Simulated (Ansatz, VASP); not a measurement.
**Ti in VASP and in Ansatz**

INCAR

```
SYSTEM = Ti
  ALGO = Normal
  EDIFF = 1E-6
  ENCUT = 520
  GGA = PE
  ISIF = 2
  ISMEAR = 0
  LASPH = .True.
  LCHARG = .False.
  LREAL = .False.
  LWAVE = .False.
  NBANDS = 12
  NELM = 100
  PREC = Accurate
  SIGMA = 0.15
```

The input KPOINTS:

```
k-points
0
Gamma
  20 20 20
  0 0 0
```

POSCAR

```
Ti
1.0
    0.0000000000      2.3667468807      1.4891571373
    2.3667468807      0.0000000000      1.4891571373
    2.3667468807      2.3667468807      0.0000000000
Ti
1
Direct
    0.0000000000      0.0000000000      0.0000000000
```

Input for Ansatz:

```yaml
crystal:
  lattice:
    - [0.0, 2.3667468807, 1.4891571373]
    - [2.3667468807, 0.0, 1.4891571373]
    - [2.3667468807, 2.3667468807, 0.0]
  atoms:
    - { symbol: Ti, position: [0.0, 0.0, 0.0] }
basis:
  ecutwfc: 520.0
kpoints:
  mp_grid: { grid: [20, 20, 20] }
hamiltonian:
  xc: pbe
  pseudopotentials: { kind: paw, azcp: { folder: soft_1 } }
scf:
  occupations: { method: gaussian, width: 0.15 }
output:
  forces: true
  stress: true
  eigenvalues: true
```

Alike in both runs: task single point; functional PBE; k mesh 20 × 20 × 20; occupations gaussian, width 0.15 eV; no spin polarisation.

```csv
,VASP,Ansatz
version,VASP 6.6.1,Ansatz 0.2.0
potentials or method,"VASP PAW PBE potentials, release 64 (Ti_sv)","scalar-relativistic, plane waves, PAW"
plane-wave cutoff (eV),520,520
valence electrons in the cell,12,12
```

|  | VASP | Ansatz | Ansatz less VASP |
| --- | --- | --- | --- |
| gap on the k mesh at the Fermi level (eV) | none | none | - |
| pressure (GPa) | 3.6 | 3.9 | +0.27 |
| largest component of the traceless stress (GPa) | 1.00 | 0.96 | -0.039 |

A gap of «none» marks a metal or a gap that the smearing closes.
